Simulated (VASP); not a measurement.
# LiTaO2 (P6/mmm) in VASP: relaxation of cell and atoms with PBE

Aim: the relaxation of cell and atoms of LiTaO2 with PBE.

All numbers are computed with VASP 6.6.1; they aren't measurements. Logs are shortened: lines on timing, memory, paths and dates and some standing lists are left out, and cuts for length are marked.

### Step 1. Starting point

Symmetry: P6/mmm, No. 191, hexagonal system. Conventional cell: a = 2.951 Å, b = 2.951 Å, c = 6.411 Å, α = 90.00°, β = 90.00°, γ = 120.00°. Around Li (site symmetry 6/mmm) lie 6 O at 1.70 Å. Around Ta (site symmetry 6/mmm) lie 6 Ta at 2.95 Å and 2 Li at 3.21 Å. O (site symmetry -6m2) has 3 Li at 1.70 Å and 3 O at 1.70 Å as nearest neighbours.

The cell was built by a generator and needn't be a form met in nature.

### Step 2. Relaxation of cell and atoms, PBE

Input file INCAR:

```
ALGO = Fast
EDIFF = 1E-4
EDIFFG = -0.08
ENCUT = 520
GGA = PE
IBRION = 2
ISIF = 3
ISMEAR = 0
LASPH = True
LCHARG = False
LREAL = False
LWAVE = False
NELM = 60
NSW = 24
PREC = Normal
SIGMA = 0.15
```

Input file KPOINTS:

```
k-points
0
Gamma
  6 6 3
```

Input file POSCAR:

```
LiTaO2
1.0
    2.9513976000      0.0000000000      0.0000000000
   -1.4756988000      2.5559853000      0.0000000000
    0.0000000000      0.0000000000      6.4111166700
Li Ta O
1 1 2
Direct
    0.0000000000      0.0000000000      0.0000000000
    0.0000000000      0.0000000000      0.5000000000
    0.3333333300      0.6666666700      0.0000000000
    0.6666666700      0.3333333300      0.0000000000
```

Potentials or basis: VASP PAW PBE potentials, release 64 (Li_sv, Ta_pv, O).

The run is started by

```bash
$ cat potpaw_PBE.64/Li_sv/POTCAR potpaw_PBE.64/Ta_pv/POTCAR potpaw_PBE.64/O/POTCAR > POTCAR
$ mpirun -np 1 vasp_std > vasp.out
```

OUTCAR:

```text
EDIFF = 1E-4
   EDIFFG = -0.08
   ENCUT = 520
   GGA = PE
   IBRION = 2
   ISIF = 3
   ISMEAR = 0
   LASPH = True
   LREAL = False
   NELM = 60
   NSW = 24
   PREC = Normal

 ion  position               nearest neighbor table
   1  0.000  0.000  0.000-   3 1.70   4 1.70   4 1.70   3 1.70   4 1.70   3 1.70
   2  0.000  0.000  0.500-
   3  0.333  0.667  0.000-   1 1.70   4 1.70   4 1.70   1 1.70   1 1.70   4 1.70
   4  0.667  0.333  0.000-   1 1.70   3 1.70   3 1.70   1 1.70   1 1.70   3 1.70

  LATTYP: Found a hexagonal cell.
 ALAT       =     2.9513976000
 C/A-ratio  =     2.1722307662

  Lattice vectors:

 A1 = (   2.9513976000,   0.0000000000,   0.0000000000)
 A2 = (  -1.4756988000,   2.5559853000,   0.0000000000)
 A3 = (   0.0000000000,   0.0000000000,   6.4111166700)

Analysis of symmetry for initial positions (statically):
=====================================================================
 Subroutine PRICEL returns:
 Original cell was already a primitive cell.

 Routine SETGRP: Setting up the symmetry group for a
 hexagonal supercell.

 Subroutine GETGRP returns: Found 24 space group operations
 (whereof 24 operations were pure point group operations)
 out of a pool of 24 trial point group operations.

The static configuration has the point symmetry D_6h.

Analysis of symmetry for dynamics (positions and initial velocities):
=====================================================================
 Subroutine PRICEL returns:
 Original cell was already a primitive cell.

 Routine SETGRP: Setting up the symmetry group for a
 hexagonal supercell.

 Subroutine GETGRP returns: Found 24 space group operations
 (whereof 24 operations were pure point group operations)
 out of a pool of 24 trial point group operations.

The dynamic configuration has the point symmetry D_6h.

 Subroutine INISYM returns: Found 24 space group operations
 (whereof 24 operations are pure point group operations),
 and found     1 'primitive' translations

----------------------------------------------------------------------------------------

                                     Primitive cell

  volume of cell :      48.3637

  direct lattice vectors                    reciprocal lattice vectors
     2.951397600  0.000000000  0.000000000     0.338822529  0.195619278  0.000000000
    -1.475698800  2.555985300  0.000000000     0.000000000  0.391238557  0.000000000
     0.000000000  0.000000000  6.411116670     0.000000000  0.000000000  0.155979068

  length of vectors
     2.951397600  2.951397601  6.411116670     0.391238557  0.391238557  0.155979068

  position of ions in fractional coordinates (direct lattice)
     0.000000000  0.000000000  0.000000000
[... 59 lines left out ...]
   NGX,Y,Z   is equivalent  to a cutoff of   9.01,  9.01,  9.34 a.u.
   NGXF,Y,Z  is equivalent  to a cutoff of  18.02, 18.02, 18.67 a.u.
 SYSTEM =  unknown system
   PREC   = normal    normal or accurate (medium, high low for compatibility)
   ISTART =      0    job   : 0-new  1-cont  2-samecut
   ICHARG =      2    charge: 1-file 2-atom 10-const
   ISPIN  =      1    spin polarized calculation?
   LNONCOLLINEAR =      F non collinear calculations
   LSORBIT =      F    spin-orbit coupling
   LASPH  =      T    aspherical Exc in radial PAW
   ENCUT  =  520.0 eV  38.22 Ry    6.18 a.u.   5.49  5.49 11.92*2*pi/ulx,y,z
   NELM   =     60;   NELMIN=  2; NELMDL= -5     # of ELM steps
   EDIFF  = 0.1E-03   stopping-criterion for ELM
   LREAL  =      F    real-space projection
   EDIFFG = -.8E-01   stopping-criterion for IOM
   NSW    =     24    number of steps for IOM
   IBRION =      2    ionic relax: 0-MD 1-quasi-New 2-CG
   NFREE  =      1    steps in history (QN), initial steepest desc. (CG)
   ISIF   =      3    stress and relaxation
   ISYM   =      2    0-nonsym 1-usesym 2-fastsym
   POTIM  = 0.5000    time-step for ionic-motion
   TEBEG  =    0.0;   TEEND  =   0.0 temperature during run
   PSTRESS=    0.0 pullay stress
   NELECT =      26.0000    total number of electrons
   NUPDOWN=      -1.0000    fix difference up-down
   EMIN   =  10.00;   EMAX   =-10.00  energy-range for DOS
   EFERMI =   0.00;   METHOD = LEGACY
   ISMEAR =     0;   SIGMA  =   0.15  broadening in eV -4-tet -1-fermi 0-gaus
   EFERMI_NEDOS =   21; number of points for ismear=-14 and -15
   IALGO  =     68    algorithm
   IMIX   =      4    mixing-type and parameters
     AMIX     =   0.40;   BMIX     =  1.00
     AMIX_MAG =   1.60;   BMIX_MAG =  1.00
  volume/ion in A,a.u.               =      12.09        81.59
  Fermi-wavevector in a.u.,A,eV,Ry     =   1.331147  2.515503 24.108876  1.771952
  Thomas-Fermi vector in A             =   2.460180
   LORBIT       =      0    0 simple, 1 ext, 2 COOP (PROOUT), +10 PAW based schemes
   GGA     = PE    functional components
   LHFCALC =     F    Hartree Fock is set to
   AEXX    =    0.0000 exact exchange contribution
   IVDW    =     0    specifies the selected vdW correction
   LEPSILON=     F    determine dielectric tensor
   LRPA    =     F    only Hartree local field effects (RPA)
 conjugate gradient relaxation of ions
 non-spin polarized calculation
 RMM-DIIS sequential band-by-band and
 Gauss-broadening in eV      SIGMA  =   0.15
  energy-cutoff  :      520.00
  volume of cell :       48.36
 maximum number of plane-waves:      1332
   NGX = 11   NGY = 11   NGZ = 23

--------------------------------------- Ionic step        1  -------------------------------------------

 number of electron      25.9999965 magnetization

 Free energy of the ion-electron system (eV)
  ---------------------------------------------------
  ext. energy  EPLUGINS =         0.00000000
  ---------------------------------------------------
  free energy    TOTEN  =       -17.91464048 eV

  energy without entropy =      -17.84779637  energy(sigma->0) =      -17.88121842

 E-fermi :   3.7682     XC(G=0): -10.6704

 val. band max:        3.7460084380   @ k =   0.3333   0.1667   0.0000
 cond. band min:       3.7879507645   @ k =   0.3333   0.3333   0.0000
 fundamental gap:      0.0419423265
 Fermi energy:         3.7682094464

 k-point     1 :       0.0000    0.0000    0.0000
  band No.  band energies     occupation
      1     -41.1706      2.00000
      2     -31.1820      2.00000
      3     -30.3607      2.00000
      4     -30.3607      2.00000
      5     -19.3365      2.00000
      6      -9.4327      2.00000
[... 344 lines left out ...]
--------------------------------------- Ionic step        3  -------------------------------------------

 number of electron      26.0000006 magnetization

 Free energy of the ion-electron system (eV)
  ---------------------------------------------------
  ext. energy  EPLUGINS =         0.00000000
  ---------------------------------------------------
  free energy    TOTEN  =       -19.12447309 eV

  energy without entropy =      -19.04227221  energy(sigma->0) =      -19.08337265

 E-fermi :   2.1426     XC(G=0):  -9.8151

 val. band max:        2.1370801923   @ k =   0.3333   0.0000   0.3333
 cond. band min:       2.1537372329   @ k =   0.3333   0.3333   0.3333
 fundamental gap:      0.0166570407
 Fermi energy:         2.1426244221

 k-point     1 :       0.0000    0.0000    0.0000
  band No.  band energies     occupation
      1     -42.0804      2.00000
      2     -33.4689      2.00000
      3     -32.8185      2.00000
      4     -32.8185      2.00000
      5     -18.4621      2.00000
      6     -11.8272      2.00000
[... 300 lines left out ...]
  FREE ENERGIE OF THE ION-ELECTRON SYSTEM (eV)
  ---------------------------------------------------
  free  energy   TOTEN  =       -19.1244730866 eV

  energy  without entropy=      -19.0422722128  energy(sigma->0) =      -19.08337265

 reached required accuracy - stopping structural energy minimisation
```

OSZICAR:

```text
N       E                     dE             d eps       ncg     rms          rms(c)
DAV:   1     0.211366150012E+03    0.21137E+03   -0.14273E+04   476   0.154E+03
DAV:   2    -0.139201938926E+02   -0.22529E+03   -0.22169E+03   633   0.391E+02
DAV:   3    -0.281098225190E+02   -0.14190E+02   -0.13224E+02   546   0.879E+01
[... 52 lines left out ...]
RMM:  10    -0.191361146760E+02   -0.94886E-02   -0.11337E-02   589   0.602E-01    0.123E+00
RMM:  11    -0.191322972006E+02    0.38175E-02   -0.25074E-03   503   0.264E-01    0.103E+00
RMM:  12    -0.191268176146E+02    0.54796E-02   -0.11777E-03   490   0.224E-01    0.600E-01
RMM:  13    -0.191244224963E+02    0.23951E-02   -0.16408E-03   545   0.254E-01    0.127E-01
RMM:  14    -0.191244730866E+02   -0.50590E-04   -0.45530E-04   373   0.139E-01
   3 F= -.19124473E+02 E0= -.19083373E+02  d E =-.120983E+01
```

It took 18 s on 1 thread of Intel Xeon 6975P-C (Granite Rapids), shared host; peak memory 0.14 GiB.

The run converged, but some of its settings lie outside the range that counts as converged, so its numbers aren't taken as properties of the crystal.

What came out:

```
Free energy                            : -19.1245 eV
Relaxed volume                         : 14.81 Å³/atom
Relaxed cell                           : a = 3.244 Å, b = 3.244 Å, c = 6.500 Å, α = 90.00°, β = 90.00°, γ = 120.00°
Space group after relaxing (to 0.05 Å) : P6/mmm (No. 191)
Energy gained by relaxing              : 302.5 meV/atom
Ionic steps                            : 3
Band gap on the k mesh                 : none (metal or under the smearing width)
```

Caveat: the k mesh is coarse (spacing up to 0.41 Å⁻¹), so the values aren't converged; the cutoff is under 1.25 times the usual one of these potentials, so pressure, stress and relaxed cells hold a basis-set (Pulay) error; the volume moved by over 15 % at a fixed basis, so the end points are rough.
